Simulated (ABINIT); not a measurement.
# SiC (F-43m) in ABINIT: further runs

Runs on SiC. Level: LDA. Tasks: relaxation of cell and atoms, single point.

All numbers are computed with ABINIT 10.8.3 (patched build); they aren't measurements. Logs are shortened: lines on timing, memory, paths and dates and some standing lists are left out, and cuts for length are marked. The log counts tension as positive stress, the text compression.

## Step 1: Starting point

It takes space group F-43m (No. 216, cubic). The conventional cell has a = 4.360 Å, b = 4.360 Å, c = 4.360 Å, α = 90.00°, β = 90.00°, γ = 90.00°. C (site symmetry -43m) is surrounded by 4 Si at 1.89 Å. Si (site symmetry -43m) has 4 C at 1.89 Å as nearest neighbours.

The cell was built by a generator and needn't be a form met in nature.

## Step 2: Relaxation of cell and atoms, LDA

Contents of run.abi:

```
pp_dirpath "./"
pseudos "C.upf, Si.upf"

acell 3*1.0
rprim
     0.0000000000     4.1196029517     4.1196029517
     4.1196029517     0.0000000000     4.1196029517
     4.1196029517     4.1196029517     0.0000000000
ntypat 2
znucl 6 14
natom 2
typat 1 2
xcart
     1.0900000000     1.0900000000     1.0900000000
     0.0000000000     0.0000000000     0.0000000000 Angstrom
chkprim 0
chksymtnons 0
tolsym 1.0e-6

ecut 1115.666836 eV

kptopt 1
ngkpt 8 8 8
nshiftk 1
shiftk 0.0 0.0 0.0

ixc 7

nband 8
occopt 3
tsmear 0.00183747

nstep 100
tolvrs 1.0e-10

iomode 3
prtwf 0
prtden 0
prteig 0
prtebands 0
enunit 2

ionmov 22
ntime 60
tolmxf 0.0001
optcell 1
dilatmx 1.08
ecutsm 0.5
```

Potentials or basis: PseudoDojo NC SR LDA v0.4.1 standard.

The run is started by

```bash
> abinit run.abi > log 2>&1
```

run.abo:

```text
.Version 10.8.3 of ABINIT
 Symmetries : space group F-4 3 m (#216); Bravais cF (face-center cubic)
================================================================================
 Values of the parameters that define the memory need of the present run
     intxc =       0    ionmov =      22      iscf =       7    lmnmax =       6
     lnmax =       6     mgfft =      40  mpssoang =       3    mqgrid =    3001
     natom =       2  nloc_mem =       1    nspden =       1   nspinor =       1
    nsppol =       1      nsym =      24    n1xccc =    2501    ntypat =       2
    occopt =       3   xclevel =       1
       mpw =        2221          nfft =       64000          nkpt =          29
================================================================================
================================================================================

--------------------------------------------------------------------------------
------------- Echo of variables that govern the present computation ------------
--------------------------------------------------------------------------------
 -outvars: echo values of preprocessed input variables --------
            acell      1.0000000000E+00  1.0000000000E+00  1.0000000000E+00 Bohr
              amu      1.20110000E+01  2.80855000E+01
          chkprim           0
      chksymtnons           0
          dilatmx      1.08000000E+00
             ecut      4.10000000E+01 Hartree
           ecutsm      5.00000000E-01 Hartree
           enunit           2
           ionmov          22
              ixc           7
         kptrlatt        8    0    0      0    8    0      0    0    8
          kptrlen      4.66079869E+01
            natom           2
            nband           8
            ngfft          40      40      40
             nkpt          29
            nstep         100
             nsym          24
            ntime          60
           ntypat           2
           occopt           3
          optcell           1
           prtden           0
        prtebands           0
           prteig           0
            prtwf           0
            rprim      0.0000000000E+00  4.1196029517E+00  4.1196029517E+00
                       4.1196029517E+00  0.0000000000E+00  4.1196029517E+00
                       4.1196029517E+00  4.1196029517E+00  0.0000000000E+00
          spgroup         216
           tolmxf      1.00000000E-04
           tolsym      1.00000000E-06
           tolvrs      1.00000000E-10
           tsmear      1.83747000E-03 Hartree
            typat      1  2
           xangst      1.0900000000E+00  1.0900000000E+00  1.0900000000E+00
                       7.3528270312E-10  7.3528270312E-10  7.3528270312E-10
            xcart      2.0598014772E+00  2.0598014772E+00  2.0598014772E+00
                       1.3894829340E-09  1.3894829340E-09  1.3894829340E-09
             xred      2.5000000017E-01  2.5000000017E-01  2.5000000017E-01
                       1.6864282193E-10  1.6864282193E-10  1.6864282193E-10
            znucl        6.00000   14.00000

================================================================================

 chkinp: Checking input parameters for consistency.

================================================================================
== DATASET  1 ==================================================================

--- !DatasetInfo
iteration_state: {dtset: 1, }
dimensions: {natom: 2, nkpt: 29, mband: 8, nsppol: 1, nspinor: 1, nspden: 1, mpw: 2221, }
cutoff_energies: {ecut:  41.0, pawecutdg:  -1.0, }
electrons: {nelect:   8.00000000E+00, charge:   0.00000000E+00, occopt:   3.00000000E+00, tsmear:   1.83747000E-03, }
meta: {optdriver: 0, ionmov: 22, optcell: 1, iscf: 7, paral_kgb: 0, }
...

 Exchange-correlation functional for the present dataset will be:
  LDA: Perdew-Wang 92 LSD fit to Ceperley-Alder data - ixc=7
  J.P.Perdew and Y.Wang, PRB 45, 13244 (1992)

 Real(R)+Recip(G) space primitive vectors, cartesian coordinates (Bohr,Bohr^-1):
 R(1)=  0.0000000  4.1196030  4.1196030  G(1)= -0.1213709  0.1213709  0.1213709
 R(2)=  4.1196030  0.0000000  4.1196030  G(2)=  0.1213709 -0.1213709  0.1213709
 R(3)=  4.1196030  4.1196030  0.0000000  G(3)=  0.1213709  0.1213709 -0.1213709
 Unit cell volume ucvol=  1.3982862E+02 bohr^3
 Angles (23,13,12)=  6.00000000E+01  6.00000000E+01  6.00000000E+01 degrees

 getcut: wavevector=  0.0000  0.0000  0.0000  ngfft=  40  40  40
         ecut(hartree)=     47.822   => boxcut(ratio)=   2.20551

 getcut : COMMENT -
  Note that boxcut > 2.2 ; recall that boxcut=Gcut(box)/Gcut(sphere) = 2
  is sufficient for exact treatment of convolution.
  Such a large boxcut is a waste : you could raise ecut
  e.g. ecut=   58.155263 Hartrees makes boxcut=2

--- Pseudopotential description ------------------------------------------------
- pspini: atom type   1  psp file is ./C.upf
12 -1012 1 -1 1234                            pspcod,pspxc,lmax,lloc,mmax
     nproj     2     2     0

- pspini: atom type   2  psp file is ./Si.upf
12 -1012 2 -1 1510                            pspcod,pspxc,lmax,lloc,mmax
     nproj     2     2     2

   8.81685569E+01                                ecore*ucvol(ha*bohr**3)
--------------------------------------------------------------------------------

================================================================================

=== [ionmov=22] Limited-memory Broyden-Fletcher-Goldfarb-Shanno method
================================================================================

--- Iteration: ( 1/60) Internal Cycle: (1/1)
--------------------------------------------------------------------------------

---SELF-CONSISTENT-FIELD CONVERGENCE--------------------------------------------

--- !BeginCycle
iteration_state: {dtset: 1, itime: 1, icycle: 1, }
solver: {iscf: 7, nstep: 100, nline: 4, wfoptalg: 0, }
tolerances: {tolvrs: 1.00E-10, }
...
[... 350 lines left out ...]
  0.00000000000000E+00  4.08728135531292E+00  4.08728135531292E+00
  4.08728135531292E+00  0.00000000000000E+00  4.08728135531292E+00
  4.08728135531292E+00  4.08728135531292E+00  0.00000000000000E+00
 Unitary Cell Volume (ucvol) [Bohr^3]=  1.36563172774524E+02
 Angles (23,13,12)= [degrees]
  6.00000000000000E+01  6.00000000000000E+01  6.00000000000000E+01
 Lengths [Bohr]
  5.78028872591822E+00  5.78028872591822E+00  5.78028872591822E+00
 Stress tensor in cartesian coordinates (strten) [Ha/bohr^3]
  1.39974547837957E-08  0.00000000000000E+00  0.00000000000000E+00
  0.00000000000000E+00  1.39974547829283E-08  0.00000000000000E+00
  0.00000000000000E+00  0.00000000000000E+00  1.39974547829283E-08
 Total energy (etotal) [Ha]= -1.03167705716907E+01

 Difference of energy with previous step (new-old):
           Absolute (Ha)=-1.94947E-08
           Relative     =-1.88962E-09

 At Broyd/MD step   4, gradients are converged :
  max grad (force/stress) = 1.3997E-06 < tolmxf= 1.0000E-04 ha/bohr (free atoms)

================================================================================

 ----iterations are completed or convergence reached----

 Mean square residual over all n,k,spin=   15.597E-13; max=  27.348E-11
 reduced coordinates (array xred) for    2 atoms
       0.250000000169      0.250000000169      0.250000000169
       0.000000000169      0.000000000169      0.000000000169
 rms dE/dt=  0.0000E+00; max dE/dt=  0.0000E+00; dE/dt below (all hartree)
    1       0.000000000000      0.000000000000      0.000000000000
    2       0.000000000000      0.000000000000      0.000000000000

 cartesian coordinates (angstrom) at end:
    1      1.08144807388601     1.08144807388601     1.08144807388601
    2      0.00000000072951     0.00000000072951     0.00000000072951

 cartesian forces (hartree/bohr) at end:
    1     -0.00000000000000    -0.00000000000000    -0.00000000000000
    2     -0.00000000000000    -0.00000000000000    -0.00000000000000
 frms,max,avg= 0.0000000E+00 0.0000000E+00   0.000E+00  0.000E+00  0.000E+00 h/b

 cartesian forces (eV/Angstrom) at end:
    1     -0.00000000000000    -0.00000000000000    -0.00000000000000
    2     -0.00000000000000    -0.00000000000000    -0.00000000000000
 frms,max,avg= 0.0000000E+00 0.0000000E+00   0.000E+00  0.000E+00  0.000E+00 e/A
 length scales=  0.992154196226  0.992154196226  0.992154196226 bohr
              =  0.525025389988  0.525025389988  0.525025389988 angstroms
 Fermi (or HOMO) energy (hartree) =   0.29396   Average Vxc (hartree)=  -0.42479
 Eigenvalues (hartree) for nkpt=  29  k points:
 kpt#   1, nband=  8, wtk=  0.00195, kpt=  0.0000  0.0000  0.0000 (reduced coord)
  -0.29995    0.26967    0.26967    0.26967    0.51038    0.54001    0.54001    0.54001
      occupation numbers for kpt#   1
   2.00000    2.00000    2.00000    2.00000    0.00000    0.00000    0.00000    0.00000
 prteigrs : prtvol=0 or 1, do not print more k-points.

 Fermi (or HOMO) energy (eV) =   7.99904   Average Vxc (eV)= -11.55920
 Eigenvalues (   eV  ) for nkpt=  29  k points:
 kpt#   1, nband=  8, wtk=  0.00195, kpt=  0.0000  0.0000  0.0000 (reduced coord)
  -8.16202    7.33823    7.33823    7.33823   13.88823   14.69431   14.69431   14.69431
 prteigrs : prtvol=0 or 1, do not print more k-points.

--- !EnergyTerms
iteration_state     : {dtset: 1, itime: 4, icycle: 1, }
comment             : Components of total free energy in Hartree
kinetic             :  5.97289805939334E+00
hartree             :  1.14763545199209E+00
xc                  : -3.79526242832454E+00
Ewald energy        : -1.05435326337684E+01
psp_core            :  6.45624695974028E-01
local_psp           : -4.03766059120170E+00
non_local_psp       :  2.93526875684557E-01
internal            : -1.03167705702506E+01
'-kT*entropy'       : -1.44010031720263E-09
total_energy        : -1.03167705716907E+01
total_energy_eV     : -2.80733628837445E+02
band_energy         :  4.14959862141795E-01
...

 Cartesian components of stress tensor (hartree/bohr^3)
  sigma(1 1)=  1.39974548E-08  sigma(3 2)=  0.00000000E+00
  sigma(2 2)=  1.39974548E-08  sigma(3 1)=  0.00000000E+00
  sigma(3 3)=  1.39974548E-08  sigma(2 1)=  0.00000000E+00

-Cartesian components of stress tensor (GPa)         [Pressure= -4.1182E-04 GPa]
- sigma(1 1)=  4.11819338E-04  sigma(3 2)=  0.00000000E+00
- sigma(2 2)=  4.11819338E-04  sigma(3 1)=  0.00000000E+00
- sigma(3 3)=  4.11819338E-04  sigma(2 1)=  0.00000000E+00

== END DATASET(S) ==============================================================
================================================================================

 -outvars: echo values of variables after computation  --------
            acell      9.9215419623E-01  9.9215419623E-01  9.9215419623E-01 Bohr
           etotal     -1.0316770572E+01
            fcart     -0.0000000000E+00 -0.0000000000E+00 -0.0000000000E+00
                      -0.0000000000E+00 -0.0000000000E+00 -0.0000000000E+00
            rprim      0.0000000000E+00  4.1196029517E+00  4.1196029517E+00
                       4.1196029517E+00  0.0000000000E+00  4.1196029517E+00
                       4.1196029517E+00  4.1196029517E+00  0.0000000000E+00
           strten      1.3997454784E-08  1.3997454783E-08  1.3997454783E-08
                       0.0000000000E+00  0.0000000000E+00  0.0000000000E+00
           xangst      1.0814480739E+00  1.0814480739E+00  1.0814480739E+00
                       7.2951381931E-10  7.2951381931E-10  7.2951381931E-10
             xred      2.5000000017E-01  2.5000000017E-01  2.5000000017E-01
                       1.6864282193E-10  1.6864282193E-10  1.6864282193E-10
 Calculation completed.
```

Wall time 45 s (1 thread of Arm Neoverse V1, shared host); peak memory 0.08 GiB.

What came out:

```
Free energy                                           : -280.7336 eV
Relaxed volume                                        : 10.12 Å³/atom
Relaxed cell                                          : a = 3.059 Å, b = 3.059 Å, c = 3.059 Å, α = 60.00°, β = 60.00°, γ = 60.00°
Space group after relaxing (to 0.05 Å)                : F-43m (No. 216)
Energy gained by relaxing                             : 4.0 meV/atom
Ionic steps                                           : 4
Pressure after relaxing                               : 0.0 GPa
Band gap on the k mesh                                : 1.31 eV, indirect (least direct gap 4.55 eV)
Valence electrons inside the program's atomic spheres : C 4.27; Si 1.99
```

Step by step:
| step | energy change (eV) | largest force (eV/Å) | pressure (GPa) | volume (Å³) |
| --- | --- | --- | --- | --- |
| 1 | 0.0000 | 0.0000 | -5.16 | 20.72 |
| 2 | -0.0071 | 0.0000 | -1.76 | 20.40 |
| 3 | -0.0079 | 0.0000 | 0.04 | 20.23 |
| 4 | -0.0079 | 0.0000 | 0.00 | 20.24 |

Final structure:
```xyz
2
Lattice="0.0000 2.1629 2.1629 2.1629 0.0000 2.1629 2.1629 2.1629 0.0000" Properties=species:S:1:pos:R:3 pbc="T T T"
C     1.0814    1.0814    1.0814
Si    0.0000    0.0000    0.0000
```

A k mesh can miss the band edges.

## Step 3: Single point, LDA (cell relaxed)

Contents of run.abi:

```
pp_dirpath "./"
pseudos "C.upf, Si.upf"

acell 5.7802887319 5.7802887319 5.7802887319
rprim
     0.0000000000     0.7071067812     0.7071067812
     0.7071067812     0.0000000000     0.7071067812
     0.7071067812     0.7071067812     0.0000000000
ntypat 2
znucl 6 14
natom 2
typat 1 2
xcart
     1.0814480750     1.0814480750     1.0814480750
     0.0000000000     0.0000000000     0.0000000000 Angstrom
chkprim 0
chksymtnons 0
tolsym 1.0e-6

ecut 41.0

kptopt 1
ngkpt 6 6 6
nshiftk 1
shiftk 0.0 0.0 0.0

ixc 7

nband 8
occopt 3
tsmear 0.00183747

nstep 100
tolvrs 1.0e-10

iomode 3
prtwf 0
prtden 0
prteig 0
prtebands 0
enunit 2
```

Potentials or basis: PseudoDojo NC SR LDA v0.4.1 standard.

The run is started by

```bash
> abinit run.abi > log 2>&1
```

run.abo:

```text
.Version 10.8.3 of ABINIT
 Symmetries : space group F-4 3 m (#216); Bravais cF (face-center cubic)
================================================================================
 Values of the parameters that define the memory need of the present run
     intxc =       0    ionmov =       0      iscf =       7    lmnmax =       6
     lnmax =       6     mgfft =      36  mpssoang =       3    mqgrid =    3001
     natom =       2  nloc_mem =       1    nspden =       1   nspinor =       1
    nsppol =       1      nsym =      24    n1xccc =    2501    ntypat =       2
    occopt =       3   xclevel =       1
       mpw =        1736          nfft =       46656          nkpt =          16
================================================================================
================================================================================

--------------------------------------------------------------------------------
------------- Echo of variables that govern the present computation ------------
[... 204 lines left out ...]
- sigma(3 3)=  4.44559866E-02  sigma(2 1)=  0.00000000E+00

== END DATASET(S) ==============================================================
================================================================================

 -outvars: echo values of variables after computation  --------
            acell      5.7802887319E+00  5.7802887319E+00  5.7802887319E+00 Bohr
           etotal     -1.0316412860E+01
            fcart      8.2348295427E-30  8.2348295427E-30 -2.4704488628E-29
                      -8.2348295427E-30 -8.2348295427E-30  2.4704488628E-29
            rprim      0.0000000000E+00  7.0710678120E-01  7.0710678120E-01
                       7.0710678120E-01  0.0000000000E+00  7.0710678120E-01
                       7.0710678120E-01  7.0710678120E-01  0.0000000000E+00
           strten      1.5110282714E-06  1.5110282714E-06  1.5110282714E-06
                       0.0000000000E+00  0.0000000000E+00  0.0000000000E+00
           xangst      1.0814480750E+00  1.0814480750E+00  1.0814480750E+00
                       7.0378416174E-10  7.0378416174E-10  7.0378416174E-10
             xred      2.5000000016E-01  2.5000000016E-01  2.5000000016E-01
                       1.6269485759E-10  1.6269485759E-10  1.6269485759E-10
 Calculation completed.
```

It took 6.7 s on 1 thread of Arm Neoverse V1, shared host; peak memory 0.07 GiB.

Results:

| Quantity | Value |
| --- | --- |
| Free energy | -280.7239 eV |
| Pressure | 0.0 GPa |
| Band gap on the k mesh | 1.30 eV, indirect (least direct gap 4.55 eV) |
| Valence electrons inside the program's atomic spheres | C 4.28; Si 2.00 |

Levels at points of the mesh, in eV from the valence-band top:
```
           k point  band 2  band 3  band 4  band 5  band 6  band 7
(0.00, 0.00, 0.00)    0.00    0.00    0.00    6.55    7.35    7.35
(0.50, 0.00, 0.00)   -8.69   -1.06   -1.06    5.59    7.24    7.24
(0.50, 0.50, 0.00)   -7.90   -3.24   -3.24    1.30    4.27   14.07
```
